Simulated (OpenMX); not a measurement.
Input of an OpenMX 3.8.5 run:

TePb.dat

```
System.CurrrentDirectory             ./
System.Name                          TePb
DATA.PATH                            ./DFT_DATA13
level.of.stdout                      1
level.of.fileout                     0
Species.Number                       2
<Definition.of.Atomic.Species
  Pb  Pb8.0-s3p2d2f1         Pb_PBE13
  Te  Te7.0-s3p2d2f1         Te_PBE13
Definition.of.Atomic.Species>

Atoms.Number                         2
Atoms.SpeciesAndCoordinates.Unit     FRAC
<Atoms.SpeciesAndCoordinates
    1  Pb   -0.0079100000    0.0079720000   -0.0046860000   7.000  7.000
    2  Te    0.5063260000    0.5081060000    0.4904920000   8.000  8.000
Atoms.SpeciesAndCoordinates>

Atoms.UnitVectors.Unit               Ang
<Atoms.UnitVectors
     0.0000000000    3.2310000000    3.2310000000
     3.2310000000    0.0000000000    3.2310000000
     3.2310000000    3.2310000000    0.0000000000
Atoms.UnitVectors>

scf.XcType                           GGA-PBE
scf.SpinPolarization                 off
scf.ElectronicTemperature            580.226
scf.energycutoff                     100.0
scf.maxIter                          100
scf.EigenvalueSolver                 band
scf.Kgrid                            7 7 7
scf.Mixing.Type                      rmm-diisk
scf.Init.Mixing.Weight               0.05
scf.Min.Mixing.Weight                0.001
scf.Max.Mixing.Weight                0.3
scf.Mixing.History                   25
scf.Mixing.StartPulay                8
scf.criterion                        1.0e-8
scf.stress.tensor                    on
MD.Type                              nomd
```

Potentials or basis: OpenMX 2013 PBE set, Pb8.0-s3p2d2f1, Te7.0-s3p2d2f1, grid cutoff 100 Ry.

Run with:

```bash
$ openmx TePb.dat -nt 1 > TePb.std
```

Estimate the pressure.

5.0 GPa.

Estimate the Mulliken charges.

Pb +0.47; Te -0.47 e.

Caveat: the real-space grid is coarse for these elements, which adds noise of up to some 20 meV/atom to energies and shifts forces, pressures and volumes; spin-orbit coupling is left out, which as a rule narrows the gap of such compounds by several tenths of an eV; an odd mesh through Γ misses points on the zone boundary, where band edges often lie; the basis of atomic orbitals isn't converged, which shifts pressures, moduli and gaps.
